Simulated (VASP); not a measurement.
**HfO2: relaxation of cell and atoms with optB88-vdW**

The system is HfO2.

```
Hf O
1.0
     5.21946    0.00000    0.00000
     0.00000    5.00476    0.00000
     0.00000    0.00000    5.03269
Hf O
4 8
Direct
  0.96699 0.73252 0.74144
  0.53301 0.73252 0.24144
  0.46699 0.26748 0.74144
  0.03301 0.26748 0.24144
  0.63213 0.92865 0.87927
  0.86787 0.92865 0.37927
  0.23395 0.53988 0.49229
  0.26605 0.53988 0.99229
  0.76605 0.46012 0.99229
  0.73395 0.46012 0.49229
  0.13213 0.07135 0.87927
  0.36787 0.07135 0.37927
```

Measurements of this composition are mostly on another form, of space group No. 14.

```
Program                : VASP 6.6.1
Task                   : relaxation of cell and atoms
Functional             : optB88-vdW
Potentials or basis    : VASP PAW PBE potentials, release 64 (Hf_pv, O)
Cutoff                 : 600 eV
k mesh                 : 5 × 6 × 5
Occupations            : fermi-dirac, width 0.05 eV
Spin                   : no spin polarisation
Further INCAR settings : ALGO = Fast; EDIFF = 1e-06; IBRION = 2; EDIFFG = -0.01; NSW = 40; ISIF = 3
```

| Property | Result |
| --- | --- |
| Relaxed volume | 11.16 Å³/atom |
| Relaxed cell | a = 5.251 Å, b = 5.036 Å, c = 5.063 Å, α = 90.00°, β = 90.00°, γ = 90.00° |
| Space group after relaxing (to 0.05 Å) | Pca2_1 (No. 29) |
| Energy gained by relaxing | 3.0 meV/atom |
| Ionic steps | 7 |
| Pressure after relaxing | -0.1 GPa |
| Largest force after relaxing | 0.007 eV/Å |
| Band gap on the k mesh | 4.38 eV, indirect (least direct gap 4.59 eV) |

Forces in eV/Å, atoms in the order of the input:
```
Hf  -0.002 -0.001  0.000
Hf   0.002 -0.001  0.000
Hf  -0.002  0.001  0.000
Hf   0.002  0.001  0.000
O    0.000  0.000  0.003
O    0.000  0.000  0.003
O   -0.006  0.004 -0.003
O    0.006  0.004 -0.003
O    0.006 -0.004 -0.003
O   -0.006 -0.004 -0.003
O    0.000  0.000  0.003
O    0.000  0.000  0.003
```

The path:
```csv
step,energy change (eV),largest force (eV/Å),pressure (GPa),volume (Å³)
1,0.0000,0.0899,4.80,131.46
2,0.0562,0.1899,-7.08,137.81
3,-0.0355,0.0522,0.00,133.86
4,-0.0355,0.0507,0.06,133.81
5,-0.0356,0.0437,0.05,133.83
6,-0.0357,0.0134,0.05,133.82
7,-0.0357,0.0073,-0.05,133.88
```

Final structure:
```
CELL_PARAMETERS angstrom
5.25114 0.00000 0.00000
0.00000 5.03557 0.00000
0.00000 0.00000 5.06292
ATOMIC_POSITIONS crystal
Hf 0.96705 0.73264 0.74172
Hf 0.53295 0.73264 0.24172
Hf 0.46705 0.26736 0.74172
Hf 0.03295 0.26736 0.24172
O 0.63207 0.92854 0.87924
O 0.86793 0.92854 0.37924
O 0.23398 0.54026 0.49204
O 0.26602 0.54026 0.99204
O 0.76602 0.45974 0.99204
O 0.73398 0.45974 0.49204
O 0.13207 0.07146 0.87924
O 0.36793 0.07146 0.37924
```

Levels at points of the mesh, in eV from the valence-band top:
```csv
k point,band 41,band 42,band 43,band 44,band 45,band 46,band 47,band 48
"(0.00, 0.00, 0.00)",-0.70,-0.21,-0.10,0.00,4.88,5.11,5.21,5.62
"(0.00, 0.50, 0.00)",-0.80,-0.41,-0.18,-0.13,4.46,4.82,4.90,5.51
```

It took 32 min on 1 thread of Intel(R) Xeon(R) Platinum 8259CL CPU @ 2.50GHz (Skylake/Cascade Lake), with other jobs on the host, peak memory 0.75 GiB.

Caveat: the PAW data sets were made with another functional, which shifts forces and pressure a little; spin-orbit coupling is left out, which moves the levels of the heavy elements; an odd mesh through Γ misses points on the zone boundary, where band edges often lie.
